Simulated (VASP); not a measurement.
Crystal: MoSe2.

```xyz
6
Lattice="3.2880 0.0000 0.0000 -1.6440 2.8475 0.0000 0.0000 0.0000 12.9000" Properties=species:S:1:pos:R:3 pbc="T T T"
Mo    0.0000    1.8983    3.2250
Mo    1.6440    0.9492    9.6750
Se    0.0000    1.8983    8.0625
Se    1.6440    0.9492    1.6125
Se    0.0000    1.8983   11.2875
Se    1.6440    0.9492    4.8375
```

* Program: VASP 6.6.1
* Task: relaxation of cell and atoms
* Functional: PBE
* Potentials or basis: VASP PAW PBE potentials, release 64 (Mo_sv, Se)
* Cutoff: 600 eV
* k mesh: 9 × 9 × 2
* Occupations: gaussian, width 0.03 eV
* Spin: no spin polarisation

At the start: pressure 8.3 GPa; volume 20.13 Å³/atom.

Q: Where does the relaxation end?

A: Over 33 steps the energy falls by 42.4 meV/atom and the volume is 23.29 Å³/atom (+15.7 %); space group P6_3/mmc (No. 194, to 0.05 Å).

Step by step:
| step | energy change (eV) | largest force (eV/Å) | pressure (GPa) | volume (Å³) |
| --- | --- | --- | --- | --- |
| 1 | 0.0000 | 1.1451 | 8.30 | 120.78 |
| 2 | 0.5024 | 1.9456 | -11.26 | 139.89 |
| 3 | -0.2038 | 0.1617 | -0.31 | 126.98 |
| 4 | -0.2042 | 0.1136 | 0.02 | 126.71 |
| 5 | -0.2042 | 0.0918 | 0.16 | 126.59 |
| 6 | -0.2087 | 0.1057 | 0.23 | 126.77 |
| 7 | -0.2159 | 0.1452 | 0.46 | 127.28 |
| 8 | -0.2196 | 0.1418 | 0.32 | 127.80 |
| 9 | -0.2281 | 0.1319 | -0.07 | 129.37 |
| 10 | -0.2358 | 0.1076 | -0.75 | 132.53 |
| 11 | -0.2386 | 0.0505 | -0.45 | 132.73 |
| 12 | -0.2412 | 0.0464 | 0.06 | 133.06 |
| 13 | -0.2415 | 0.0927 | 0.29 | 133.21 |
| 14 | -0.2444 | 0.0825 | 0.34 | 133.73 |
| 15 | -0.2497 | 0.0562 | 0.51 | 135.27 |
| 16 | -0.2471 | 0.0245 | 1.00 | 138.27 |
| 17 | -0.2505 | 0.0529 | 0.74 | 136.48 |
| 18 | -0.2517 | 0.1367 | -0.42 | 138.69 |
| 19 | -0.2526 | 0.0612 | 0.04 | 137.79 |
| 20 | -0.2535 | 0.0378 | -0.04 | 138.18 |
| 21 | -0.2537 | 0.0207 | -0.08 | 138.46 |
| 22 | -0.2538 | 0.0077 | 0.09 | 138.33 |
| 23 | -0.2538 | 0.0026 | 0.03 | 138.38 |
| 24 | -0.2538 | 0.0047 | 0.04 | 138.40 |
| 25 | -0.2539 | 0.0106 | 0.07 | 138.45 |
| 26 | -0.2539 | 0.0133 | 0.09 | 138.48 |
| 27 | -0.2539 | 0.0156 | 0.07 | 138.53 |
| 28 | -0.2540 | 0.0239 | 0.02 | 138.68 |
| 29 | -0.2541 | 0.0399 | -0.08 | 138.97 |
| 30 | -0.2541 | 0.0384 | -0.07 | 139.01 |
| 31 | -0.2542 | 0.0333 | -0.07 | 139.11 |
| 32 | -0.2544 | 0.0251 | -0.05 | 139.31 |
| 33 | -0.2547 | 0.0069 | -0.02 | 139.72 |

Final structure:
```
CELL_PARAMETERS angstrom
3.32297 0.00000 0.00000
-1.66148 2.87777 0.00000
0.00000 0.00000 14.61112
ATOMIC_POSITIONS crystal
Mo 0.33333 0.66667 0.25000
Mo 0.66667 0.33333 0.75000
Se 0.33333 0.66667 0.63568
Se 0.66667 0.33333 0.13568
Se 0.33333 0.66667 0.86432
Se 0.66667 0.33333 0.36432
```

Caveat: the volume moved by over 15 % at a fixed basis, so the end points are rough; this functional lacks dispersion, which binds the layers, so the pressure and a relaxed spacing across them are unreliable, and here the layers came unbound; the volume moved by +16 % from the deposited cell, more than functionals usually miss.
